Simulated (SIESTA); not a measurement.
MgB2:

```
Mg B
1.0
     3.08500    0.00000    0.00000
    -1.54250    2.67169    0.00000
     0.00000    0.00000    3.52300
Mg B
1 2
Direct
  0.00000 0.00000 0.00000
  0.66667 0.33333 0.50000
  0.33333 0.66667 0.50000
```

Base run:

| Property | Result |
| --- | --- |
| Program | SIESTA 5.4.2 |
| Functional | PBE |
| Potentials or basis | PseudoDojo 0.4 standard (PBE files) |
| Basis | SZP (energy shift 0.003 Ry) |
| Grid cutoff | 800 Ry |
| Energy shift | 0.003 Ry |
| k mesh | 10 × 10 × 8 |
| Occupations | fermi-dirac, width 0.05 eV |
| Spin | no spin polarisation |

Its results: band gap on the k mesh none (metal or under the smearing width); pressure 6.1 GPa.

Problem. The run is repeated on the same cell with these changes: basis from SZP (energy shift 0.003 Ry) to DZDP (energy shift 0.003 Ry; two zetas on semicore shells). What comes out?

Solution. Band gap on the k mesh none (metal or under the smearing width); pressure 1.5 GPa.

Caveats: the basis of atomic orbitals isn't converged, which shifts pressures, moduli and gaps.
